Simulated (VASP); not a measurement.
# LiF (P6_3mc) in VASP: further runs

One crystal, LiF, is run at these levels: PBEsol; tasks: single point.

All numbers are computed with VASP 6.6.1; they aren't measurements. Logs are shortened: lines on timing, memory, paths and dates and some standing lists are left out, and cuts for length are marked.

### Step 1. The cell of the first run

It takes space group P6_3mc (No. 186, hexagonal). The conventional cell has a = 3.306 Å, b = 3.306 Å, c = 5.000 Å, α = 90.00°, β = 90.00°, γ = 120.00°. Li (site symmetry 3m) is surrounded by 4 F at 1.94 to 1.99 Å. F (site symmetry 3m) has 4 Li at 1.94 to 1.99 Å as nearest neighbours.

Measurements of this composition are mostly on another form, of space group No. 225.

### Step 2. Single point, PBEsol (strain +0.080 along x and y, +0.040 along z, atoms carried along)

INCAR

```
  PREC = Accurate
  ENCUT = 520
  EDIFF = 1E-7
  ISMEAR = 0
  SIGMA = 0.05
  LREAL = F
  LASPH = T
  NELM = 100
  ALGO = Fast
  ISIF = 2
  LWAVE = F
  LCHARG = F
  GGA = PS
  NBANDS = 18
```

KPOINTS

```
Automatic mesh
0
Gamma
  9 9 6
```

POSCAR

```
LiF
1.0
    3.3058150029      0.0000000000      0.0000000000
   -1.6529075014      2.8629197727      0.0000000000
    0.0000000000      0.0000000000      4.9996175528
Li F
2 2
Direct
    0.3333333333      0.6666666667      0.3811542600
    0.6666666667      0.3333333333      0.8811542600
    0.3333333333      0.6666666667      0.9938437400
    0.6666666667      0.3333333333      0.4938437400
```

Potentials or basis: VASP PAW PBE potentials, release 64 (Li_sv, F).

Run with:

```sh
$ cat potpaw_PBE.64/Li_sv/POTCAR potpaw_PBE.64/F/POTCAR > POTCAR
$ mpirun -np 1 vasp_std > vasp.out
```

OUTCAR:

```text
PREC = Accurate
   ENCUT = 520
   EDIFF = 1E-7
   ISMEAR = 0
   LREAL = F
   LASPH = T
   NELM = 100
   ISIF = 2
   GGA = PS

 ion  position               nearest neighbor table
   1  0.333  0.667  0.381-   3 1.94   4 1.99   4 1.99   4 1.99
   2  0.667  0.333  0.881-   4 1.94   3 1.99   3 1.99   3 1.99
   3  0.333  0.667  0.994-   1 1.94   2 1.99   2 1.99   2 1.99
   4  0.667  0.333  0.494-   2 1.94   1 1.99   1 1.99   1 1.99

  LATTYP: Found a hexagonal cell.
 ALAT       =     3.3058150029
 C/A-ratio  =     1.5123706403

  Lattice vectors:

 A1 = (   3.3058150029,   0.0000000000,   0.0000000000)
 A2 = (  -1.6529075014,   2.8629197727,   0.0000000000)
 A3 = (   0.0000000000,   0.0000000000,   4.9996175528)

Analysis of symmetry for initial positions (statically):
=====================================================================
 Subroutine PRICEL returns:
 Original cell was already a primitive cell.

 Routine SETGRP: Setting up the symmetry group for a
 hexagonal supercell.

 Subroutine GETGRP returns: Found 12 space group operations
 (whereof  6 operations were pure point group operations)
 out of a pool of 24 trial point group operations.

The static configuration has the point symmetry C_3v.
 The point group associated with its full space group is C_6v.

Analysis of symmetry for dynamics (positions and initial velocities):
=====================================================================
 Subroutine PRICEL returns:
 Original cell was already a primitive cell.

 Routine SETGRP: Setting up the symmetry group for a
 hexagonal supercell.

 Subroutine GETGRP returns: Found 12 space group operations
 (whereof  6 operations were pure point group operations)
 out of a pool of 24 trial point group operations.

The dynamic configuration has the point symmetry C_3v.
 The point group associated with its full space group is C_6v.

 Subroutine INISYM returns: Found 12 space group operations
 (whereof  6 operations are pure point group operations),
 and found     1 'primitive' translations

----------------------------------------------------------------------------------------

                                     Primitive cell

  volume of cell :      47.3178

  direct lattice vectors                    reciprocal lattice vectors
     3.305815003  0.000000000  0.000000000     0.302497266  0.174646878  0.000000000
    -1.652907501  2.862919773  0.000000000     0.000000000  0.349293756  0.000000000
     0.000000000  0.000000000  4.999617553     0.000000000  0.000000000  0.200015299

  length of vectors
     3.305815003  3.305815003  4.999617553     0.349293756  0.349293756  0.200015299

  position of ions in fractional coordinates (direct lattice)
     0.333333333  0.666666667  0.381154260
     0.666666667  0.333333333  0.881154260
     0.333333333  0.666666667  0.993843740
     0.666666667  0.333333333  0.493843740

  ion indices of the primitive-cell ions
   primitive index   ion index
                 1           1
                 2           2
                 3           3
                 4           4

----------------------------------------------------------------------------------------

 KPOINTS: Automatic mesh

Automatic generation of k-mesh.
 Grid dimensions read from file:
 generate k-points for:    9    9    6

 Generating k-lattice:

  Cartesian coordinates                     Fractional coordinates (reciprocal lattice)
     0.033610807  0.019405209  0.000000000     0.111111111 -0.000000000  0.000000000
     0.000000000  0.038810417  0.000000000     0.000000000  0.111111111  0.000000000
     0.000000000  0.000000000  0.033335883     0.000000000  0.000000000  0.166666667

  Length of vectors
     0.038810417  0.038810417  0.033335883

  Shift w.r.t. Gamma in fractional coordinates (k-lattice)
     0.000000000  0.000000000  0.000000000

 Subroutine IBZKPT returns following result:
 ===========================================

 Found     48 irreducible k-points:

 Following reciprocal coordinates:
            Coordinates               Weight
  0.000000  0.000000  0.000000      1.000000
  0.111111  0.000000  0.000000      6.000000
  0.222222  0.000000  0.000000      6.000000
  0.333333  0.000000  0.000000      6.000000
  0.444444  0.000000  0.000000      6.000000
  0.111111  0.111111  0.000000      6.000000
[... 16 lines left out ...]
  0.333333  0.222222  0.166667     24.000000
  0.333333  0.333333  0.166667      4.000000
 [... further k-points ...]
   k-points           NKPTS =     48   k-points in BZ     NKDIM =     48   number of bands    NBANDS=     18
   number of dos      NEDOS =    301   number of ions     NIONS =      4
   total plane-waves  NPLWV =  31360
   dimension x,y,z NGX =    28 NGY =   28 NGZ =   40
   dimension x,y,z NGXF=    56 NGYF=   56 NGZF=   80
   ions per type =               2   2
   NGX,Y,Z   is equivalent  to a cutoff of  14.08, 14.08, 13.30 a.u.
   NGXF,Y,Z  is equivalent  to a cutoff of  28.16, 28.16, 26.60 a.u.
 SYSTEM =  unknown system
   PREC   = accura    normal or accurate (medium, high low for compatibility)
   ISTART =      0    job   : 0-new  1-cont  2-samecut
   ICHARG =      2    charge: 1-file 2-atom 10-const
   ISPIN  =      1    spin polarized calculation?
   LNONCOLLINEAR =      F non collinear calculations
   LSORBIT =      F    spin-orbit coupling
   LASPH  =      T    aspherical Exc in radial PAW
   ENCUT  =  520.0 eV  38.22 Ry    6.18 a.u.   6.15  6.15  9.30*2*pi/ulx,y,z
   NELM   =    100;   NELMIN=  2; NELMDL= -5     # of ELM steps
   EDIFF  = 0.1E-06   stopping-criterion for ELM
   LREAL  =      F    real-space projection
   EDIFFG = 0.1E-05   stopping-criterion for IOM
   NSW    =      0    number of steps for IOM
   IBRION =     -1    ionic relax: 0-MD 1-quasi-New 2-CG
   NFREE  =      0    steps in history (QN), initial steepest desc. (CG)
   ISIF   =      2    stress and relaxation
   ISYM   =      2    0-nonsym 1-usesym 2-fastsym
   POTIM  = 0.5000    time-step for ionic-motion
   TEBEG  =    0.0;   TEEND  =   0.0 temperature during run
   PSTRESS=    0.0 pullay stress
   NELECT =      20.0000    total number of electrons
   NUPDOWN=      -1.0000    fix difference up-down
   EMIN   =  10.00;   EMAX   =-10.00  energy-range for DOS
   EFERMI =   0.00;   METHOD = LEGACY
   ISMEAR =     0;   SIGMA  =   0.05  broadening in eV -4-tet -1-fermi 0-gaus
   EFERMI_NEDOS =   21; number of points for ismear=-14 and -15
   IALGO  =     68    algorithm
   IMIX   =      4    mixing-type and parameters
     AMIX     =   0.40;   BMIX     =  1.00
     AMIX_MAG =   1.60;   BMIX_MAG =  1.00
  volume/ion in A,a.u.               =      11.83        79.83
  Fermi-wavevector in a.u.,A,eV,Ry     =   1.228599  2.321715 20.537373  1.509454
  Thomas-Fermi vector in A             =   2.363518
   LORBIT       =      0    0 simple, 1 ext, 2 COOP (PROOUT), +10 PAW based schemes
   GGA     = PS    functional components
   LHFCALC =     F    Hartree Fock is set to
   AEXX    =    0.0000 exact exchange contribution
   IVDW    =     0    specifies the selected vdW correction
   LEPSILON=     F    determine dielectric tensor
   LRPA    =     F    only Hartree local field effects (RPA)
 non-spin polarized calculation
 RMM-DIIS sequential band-by-band and
 Gauss-broadening in eV      SIGMA  =   0.05
  energy-cutoff  :      520.00
  volume of cell :       47.32
 maximum number of plane-waves:      1303
 NGX is ok and might be reduce to    28
   NGX = 13   NGY = 13   NGZ = 19

 number of electron      19.9999996 magnetization

 Free energy of the ion-electron system (eV)
  ---------------------------------------------------
  ext. energy  EPLUGINS =         0.00000000
  ---------------------------------------------------
  free energy    TOTEN  =       -19.43888104 eV

  energy without entropy =      -19.43888104  energy(sigma->0) =      -19.43888104

 E-fermi :  -3.0034     XC(G=0):  -8.2449

 val. band max:       -3.2214085723   @ k =   0.0000   0.0000   0.0000
 cond. band min:       3.5718396154   @ k =   0.0000   0.0000   0.0000
 fundamental gap:      6.7932481876
 Fermi energy:        -3.0034096721

 k-point     1 :       0.0000    0.0000    0.0000
  band No.  band energies     occupation
      1     -43.5486      2.00000
      2     -43.5260      2.00000
      3     -22.2946      2.00000
      4     -22.1059      2.00000
      5      -4.9728      2.00000
      6      -3.6587      2.00000
[... 10 lines left out ...]
     17      14.4899      0.00000
     18      16.0186      0.00000

 k-point     2 :       0.1111    0.0000    0.0000
  band No.  band energies     occupation
      1     -43.5468      2.00000
      2     -43.5254      2.00000
      3     -22.2821      2.00000
      4     -22.1035      2.00000
      5      -4.9186      2.00000
      6      -3.7606      2.00000
[... 10 lines left out ...]
     17      14.6698      0.00000
     18      15.8140      0.00000

 k-point     3 :       0.2222    0.0000    0.0000
  band No.  band energies     occupation
      1     -43.5422      2.00000
      2     -43.5244      2.00000
      3     -22.2496      2.00000
      4     -22.1006      2.00000
      5      -4.7788      2.00000
      6      -4.0487      2.00000
[... 10 lines left out ...]
     17      14.7933      0.00000
     18      14.7933      0.00000

 k-point     4 :       0.3333    0.0000    0.0000
  band No.  band energies     occupation
      1     -43.5366      2.00000
      2     -43.5238      2.00000
      3     -22.2078      2.00000
      4     -22.1017      2.00000
      5      -4.6909      2.00000
      6      -4.2822      2.00000
[... 375 lines left out ...]
      4     -22.1105      2.00000
      5      -4.5799      2.00000
      6      -4.5152      2.00000
[... 10 lines left out ...]
     17      14.4763      0.00000
     18      15.7808      0.00000

 k-point    23 :       0.3333    0.2222    0.1667
  band No.  band energies     occupation
      1     -43.5294      2.00000
      2     -43.5251      2.00000
      3     -22.1533      2.00000
      4     -22.1182      2.00000
      5      -4.7612      2.00000
      6      -4.3610      2.00000
[... 10 lines left out ...]
     17      14.1437      0.00000
     18      15.7757      0.00000

 k-point    24 :       0.3333    0.3333    0.1667
  band No.  band energies     occupation
      1     -43.5268      2.00000
      2     -43.5268      2.00000
      3     -22.1321      2.00000
      4     -22.1321      2.00000
      5      -4.7914      2.00000
      6      -4.2400      2.00000
[... 10 lines left out ...]
     17      13.8433      0.00000
     18      15.6140      0.00000

 [... further k-points ...]

------------------------ aborting loop because EDIFF is reached ----------------------------------------

  FORCE on cell =-STRESS in cart. coord.  units (eV):
  Direction    XX          YY          ZZ          XY          YZ          ZX
  --------------------------------------------------------------------------------------
  -------------------------------------------------------------------------------------
  Total       -2.1737410     -2.1737410     -1.6040317     -0.0000000      0.0000000      0.0000000
  in kB      -73.6027202    -73.6027202    -54.3124050     -0.0000000      0.0000000      0.0000000
  external PRESSURE =     -67.1726151 kB  Pullay stress =       0.0000000 kB

 VOLUME and BASIS-vectors are now :
 -----------------------------------------------------------------------------
  energy-cutoff  :      520.00
  volume of cell :       47.32
      direct lattice vectors                 reciprocal lattice vectors
     3.305815003  0.000000000  0.000000000     0.302497266  0.174646878  0.000000000
    -1.652907501  2.862919773  0.000000000     0.000000000  0.349293756  0.000000000
     0.000000000  0.000000000  4.999617553     0.000000000  0.000000000  0.200015299

 POSITION                                       TOTAL-FORCE (eV/Angst)
 -----------------------------------------------------------------------------------
     -0.00000      1.90861      1.90563         0.000000      0.000000      0.036912
      1.65291      0.95431      4.40543        -0.000000     -0.000000      0.036912
     -0.00000      1.90861      4.96884        -0.000000      0.000000     -0.036912
      1.65291      0.95431      2.46903         0.000000     -0.000000     -0.036912
 -----------------------------------------------------------------------------------
    total drift:                                0.000000      0.000001      0.000128

  FREE ENERGIE OF THE ION-ELECTRON SYSTEM (eV)
  ---------------------------------------------------
  free  energy   TOTEN  =       -19.4388810391 eV

  energy  without entropy=      -19.4388810391  energy(sigma->0) =      -19.43888104
```

Run time: 38 s. Hardware: 1 thread of Intel Xeon 6975P-C (Granite Rapids), shared host; peak memory 0.18 GiB.

What came out:

- Free energy: -19.4389 eV
- Largest force: 0.037 eV/Å
- Band gap on the k mesh: 6.79 eV, direct

Forces in eV/Å, atoms in the order of the input:
```
Li   0.000  0.000  0.037
Li   0.000  0.000  0.037
F    0.000  0.000 -0.037
F    0.000  0.000 -0.037
```

Caveat: the cutoff is under 1.25 times the usual one of these potentials, so pressure, stress and relaxed cells hold a basis-set (Pulay) error; the PAW data sets were made with another functional, which shifts forces and pressure a little; an odd mesh through Γ misses points on the zone boundary, where band edges often lie.

### Step 3. Single point, PBEsol (strain +0.040 along x and y, -0.080 along z, atoms carried along)

INCAR

```
SYSTEM = LiF
  ALGO = Normal
  EDIFF = 1E-7
  ENCUT = 520
  GGA = PS
  ISIF = 2
  ISMEAR = 0
  LASPH = .True.
  LCHARG = .False.
  LREAL = .False.
  LWAVE = .False.
  NBANDS = 18
  NELM = 100
  PREC = Accurate
  SIGMA = 0.05
```

KPOINTS

```
k-points
0
Gamma
  9 9 6
  0 0 0
```

POSCAR

```
LiF
1.0
    3.1833774102      0.0000000000      0.0000000000
   -1.5916887051      2.7568857071      0.0000000000
    0.0000000000      0.0000000000      4.4227386044
Li F
2 2
Direct
    0.3333333333      0.6666666667      0.3811542600
    0.6666666667      0.3333333333      0.8811542600
    0.3333333333      0.6666666667      0.9938437400
    0.6666666667      0.3333333333      0.4938437400
```

Potentials or basis: VASP PAW PBE potentials, release 64 (Li_sv, F).

Run with:

```sh
$ cat potpaw_PBE.64/Li_sv/POTCAR potpaw_PBE.64/F/POTCAR > POTCAR
$ mpirun -np 1 vasp_std > vasp.out
```

Run time: 9.6 s. Hardware: 1 thread of Intel Xeon 6975P-C (Granite Rapids), shared host; peak memory 0.15 GiB.

The run converged. Its results:

```yaml
Free_energy: -19.4756 eV
Largest_force: 0.790 eV/Å
Band_gap_on_the_k_mesh: 7.64 eV, direct
```

Forces in eV/Å, atoms in the order of the input:
```
Li   0.000  0.000  0.790
Li   0.000  0.000  0.790
F    0.000  0.000 -0.790
F    0.000  0.000 -0.790
```

Levels at points of the mesh, in eV from the valence-band top:
```tsv
k point	band 7	band 8	band 9	band 10	band 11	band 12	band 13	band 14
(0.00, 0.00, 0.00)	-0.77	-0.24	-0.24	0.00	7.64	12.71	15.97	17.59
(0.00, 0.00, 0.50)	-0.51	-0.51	-0.51	-0.51	9.53	9.53	17.83	17.83
```

Caveat: the cutoff is under 1.25 times the usual one of these potentials, so pressure, stress and relaxed cells hold a basis-set (Pulay) error; the PAW data sets were made with another functional, which shifts forces and pressure a little; an odd mesh through Γ misses points on the zone boundary, where band edges often lie.

### Step 4. Single point, PBEsol (strain -0.080 along x and y, +0.040 along z, atoms carried along)

INCAR

```
SYSTEM = LiF
PREC = Accurate
ENCUT = 520
EDIFF = 1E-6
ISMEAR = 0
SIGMA = 0.05
LREAL = .False.
LASPH = .True.
NELM = 100
ALGO = Fast
ISIF = 2
LWAVE = .False.
LCHARG = .False.
GGA = PS
NBANDS = 18
```

KPOINTS

```
Automatic mesh
0
Gamma
  9 9 6
  0 0 0
```

POSCAR

```
LiF
1.0
    2.8160646321      0.0000000000      0.0000000000
   -1.4080323160      2.4387835101      0.0000000000
    0.0000000000      0.0000000000      4.9996175528
Li F
2 2
Direct
    0.3333333333      0.6666666667      0.3811542600
    0.6666666667      0.3333333333      0.8811542600
    0.3333333333      0.6666666667      0.9938437400
    0.6666666667      0.3333333333      0.4938437400
```

Run with:

```sh
$ cat potpaw_PBE.64/Li_sv/POTCAR potpaw_PBE.64/F/POTCAR > POTCAR
$ mpirun -np 1 vasp_std > vasp.out
```

Wall time 18 s (1 thread of Intel Xeon 6975P-C (Granite Rapids), shared host); peak memory 0.16 GiB.

Results (log left out):

| Property | Result |
| --- | --- |
| Free energy | -19.2279 eV |
| Largest force | 0.662 eV/Å |
| Band gap on the k mesh | 8.43 eV, direct |

Forces in eV/Å, atoms in the order of the input:
```
Li   0.000  0.000 -0.662
Li   0.000  0.000 -0.662
F    0.000  0.000  0.662
F    0.000  0.000  0.662
```

Levels at points of the mesh, in eV from the valence-band top:
```csv
k point,band 6,band 7,band 8,band 9,band 10,band 11,band 12,band 13,band 14,band 15
"(0.00, 0.00, 0.00)",-0.23,-0.23,-0.13,0.00,0.00,8.43,12.27,16.22,19.45,20.82
"(0.00, 0.00, 0.50)",-1.45,-0.11,-0.11,-0.11,-0.11,10.12,10.12,17.89,17.89,21.13
```

Caveat: the cutoff is under 1.25 times the usual one of these potentials, so pressure, stress and relaxed cells hold a basis-set (Pulay) error; the PAW data sets were made with another functional, which shifts forces and pressure a little; an odd mesh through Γ misses points on the zone boundary, where band edges often lie.

### Step 5. Summary

```csv
cell,gap on the mesh (eV),largest force (eV/Å)
"strain +0.080 along x and y, +0.040 along z, atoms carried along",6.79,0.04
"strain +0.040 along x and y, -0.080 along z, atoms carried along",7.64,0.79
"strain -0.080 along x and y, +0.040 along z, atoms carried along",8.43,0.66
```

Alike in all rows: task single point; level PBEsol; potentials or basis VASP PAW PBE potentials, release 64 (Li_sv, F); no spin polarisation; k mesh 9 × 9 × 6; cutoff (eV) 520; smearing gaussian 0.05 eV.

Caveats: the cutoff is under 1.25 times the usual one of these potentials, so pressure, stress and relaxed cells hold a basis-set (Pulay) error; the PAW data sets were made with another functional, which shifts forces and pressure a little; an odd mesh through Γ misses points on the zone boundary, where band edges often lie.

Total energies depend on the potentials used, so only differences within one code and one set of settings carry meaning.
